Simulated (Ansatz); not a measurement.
A run of Ansatz 0.2.0:

The input input.yaml:

```yaml
crystal:
  lattice:
    - [-1.51435, 1.51435, 1.51435]
    - [1.51435, -1.51435, 1.51435]
    - [1.51435, 1.51435, -1.51435]
  atoms:
    - { symbol: V, position: [0.0, 0.0, 0.0], spin: 2.0 }
kpoints:
  mp_grid: { grid: [9, 9, 9] }
scf:
  occupations: { method: fermi_dirac, width: 0.05 }
hamiltonian:
  xc: revpbe
  pseudopotentials: { kind: all_electron, lapw: { basis_error: 0.001 } }
magnetization:
  spin_polarized: true
output:
  forces: true
  stress: true
relax:
  f_tol: 0.005
  max_steps: 60
  cell: {}
```

Potentials or basis: all-electron LAPW, scalar-relativistic.

Launch:

```sh
$ ansatz run input.yaml --threads 2 --pin off --max-ram 6144MiB --backend cpu --events-out ev --progress --plain --runs-dir out
```

Hardware: 2 threads of Arm Neoverse V2 (shared host).

Problem. Estimate the wall time of this run.

Solution. Wall time 11 s on 2 threads of Arm Neoverse V2 (shared host), peak memory 0.3 GiB. Counts: scf iterations 30, plane waves 141, k points 35, bands 12, ion steps 4.
